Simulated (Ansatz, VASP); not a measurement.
## Ag in VASP and in Ansatz

Contents of POSCAR:

```
Ag
1.0
   -1.6556540000      1.6556540000      1.6556540000
    1.6556540000     -1.6556540000      1.6556540000
    1.6556540000      1.6556540000     -1.6556540000
Ag
1
Direct
    0.0000000000      0.0000000000      0.0000000000
```

The input INCAR.step1:

```
SYSTEM = Ag
PREC = Accurate
ENCUT = 520
ISMEAR = -1
SIGMA = 0.05
LREAL = .False.
LASPH = .True.
NELM = 150
MAGMOM = 0 0 0
LSORBIT = .True.
GGA_COMPAT = .False.
LMAXMIX = 4
NBANDS = 22
GGA = PE
ALGO = Normal
EDIFF = 1E-4
LWAVE = .True.
LCHARG = .False.
```

Contents of INCAR.step2:

```
SYSTEM = Ag
PREC = Accurate
ENCUT = 520
EDIFF = 1E-6
ISMEAR = -1
SIGMA = 0.05
LREAL = .False.
LASPH = .True.
NELM = 150
ALGO = Normal
ISIF = 2
LWAVE = .False.
LCHARG = .False.
MAGMOM = 0 0 0
LORBIT = 11
LSORBIT = .True.
GGA_COMPAT = .False.
LORBMOM = .True.
LMAXMIX = 4
METAGGA = R2SCAN
LMIXTAU = .True.
NBANDS = 22
ISTART = 1
```

KPOINTS

```
Automatic mesh
0
Gamma
  8 8 8
  0 0 0
```

Contents of input.yaml:

```yaml
crystal:
  lattice:
    - [-1.655654, 1.655654, 1.655654]
    - [1.655654, -1.655654, 1.655654]
    - [1.655654, 1.655654, -1.655654]
  atoms:
    - { symbol: Ag, position: [0.0, 0.0, 0.0] }
hamiltonian:
  xc: r2scan
  pseudopotentials: { kind: paw_fr }
magnetization:
  noncollinear: true
  spin_orbit: true
kpoints:
  mp_grid: { grid: [8, 8, 8] }
  band_path:
    path:
      - [[0.0, 0.0, 0.0], [0.5, -0.5, 0.5], [0.0, 0.0, 0.5], [0.0, 0.0, 0.0], [0.25, 0.25, 0.25], [0.5, -0.5, 0.5]]
      - [[0.25, 0.25, 0.25], [0.0, 0.0, 0.5]]
    npoints: 14
scf:
  occupations: { method: fermi_dirac, width: 0.05 }
  n_extra_bands: 6
output:
  forces: true
  stress: true
  eigenvalues: true
  fatbands: true
```

This isn't the form of Ag at room conditions, which is fcc.

Alike in both runs: functional r2SCAN; k mesh 8 × 8 × 8; occupations fermi-dirac, width 0.05 eV; non-collinear spin, spin-orbit coupling.

|  | VASP | Ansatz |
| --- | --- | --- |
| version | VASP 6.6.1 | Ansatz 0.2.0 |
| potentials or method | VASP PAW PBE potentials, release 64 (Ag) | Ansatz PAW |
| plane-wave cutoff (eV) | 520 | 500 |
| valence electrons in the cell | 11 | 19 |
| task | single point | band structure |

VASP gave:

```
gap on the k mesh at the Fermi level (eV) : none
pressure (GPa)                            : -3.5
net moment per atom (μB)                  : 0.00
```

Estimate Ansatz's values.

gap on the k mesh at the Fermi level (eV): none; pressure (GPa): -3.6; net moment per atom (μB): 0.00.

A gap of «none» marks a metal or a gap that the smearing closes. The two sets of potentials don't hold the same shells in valence.

Caveats: the PAW data sets were made with another functional, which shifts forces and pressure a little (VASP); the PAW data sets come from PBE, with cores solved anew for the run's functional, which leaves a small shift of forces and pressure (Ansatz).
